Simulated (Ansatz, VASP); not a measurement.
## One calculation of AlN, two programs

Contents of INCAR:

```
PREC = Accurate
ENCUT = 600
EDIFF = 1E-6
ISMEAR = 0
SIGMA = 0.02
LREAL = F
LASPH = T
NELM = 60
ALGO = Normal
ISIF = 3
LWAVE = F
LCHARG = F
GGA = PE
IBRION = 2
NSW = 100
EDIFFG = -0.005
```

The input KPOINTS:

```
Automatic mesh
0
Gamma
  9 9 6
```

Contents of POSCAR:

```
AlN
1.0
    3.1130000000      0.0000000000      0.0000000000
   -1.5565000000      2.6959370820      0.0000000000
    0.0000000000      0.0000000000      4.9810000000
Al N
2 2
Direct
    0.3333333333      0.6666666667      0.0000000000
    0.6666666667      0.3333333333      0.5000000000
    0.3333333333      0.6666666667      0.3800000000
    0.6666666667      0.3333333333      0.8800000000
```

Input for Ansatz:

```yaml
crystal:
  lattice:
    - [3.113, 0.0, 0.0]
    - [-1.5565, 2.695937082, 0.0]
    - [0.0, 0.0, 4.981]
  atoms:
    - { symbol: Al, position: [0.3333333333, 0.6666666667, 0.0] }
    - { symbol: Al, position: [0.6666666667, 0.3333333333, 0.5] }
    - { symbol: "N", position: [0.3333333333, 0.6666666667, 0.38] }
    - { symbol: "N", position: [0.6666666667, 0.3333333333, 0.88] }
basis:
  ecutwfc: 420
kpoints:
  mp_grid: { grid: [9, 9, 6] }
hamiltonian:
  xc: pbe
scf:
  occupations: { method: gaussian, width: 0.02 }
output:
  forces: true
  stress: true
  eigenvalues: true
  write_density: true
  write_potential: true
  elf: true
  volumetric_format: npy
relax:
  adjacent_minimum: "off"
  f_tol: 0.005
  max_steps: 80
  cell: { stress_tol: 0.05 }
```

Alike in both runs: task relaxation of cell and atoms; functional PBE; k mesh 9 × 9 × 6; occupations gaussian, width 0.02 eV; no spin polarisation.

```csv
,VASP,Ansatz
version,VASP 6.6.1,Ansatz 0.2.0
potentials or method,"VASP PAW PBE potentials, release 64 (Al, N)","scalar-relativistic, plane waves, PAW"
plane-wave cutoff (eV),600,420
valence electrons in the cell,16,16
```

Ansatz gave:

| Quantity | Value |
| --- | --- |
| gap on the k mesh at the Fermi level, each at its own relaxed structure (eV) | 4.03 |
| relaxed volume (Å³/atom) | 10.65 |
| relaxed cell length with the largest relative difference (Å) | 3.130 |
| energy change over the relaxation (meV/atom) | -3 |

Q: Which values does VASP return?

A: gap on the k mesh at the Fermi level, each at its own relaxed structure (eV): 4.07; relaxed volume (Å³/atom): 10.62; relaxed cell length with the largest relative difference (Å): 3.127; energy change over the relaxation (meV/atom): -2.

Caveats: an odd mesh through Γ misses points on the zone boundary, where band edges often lie. Zero-point motion and thermal expansion aren't in these numbers. PBE usually gives volumes a little too large and moduli too small.
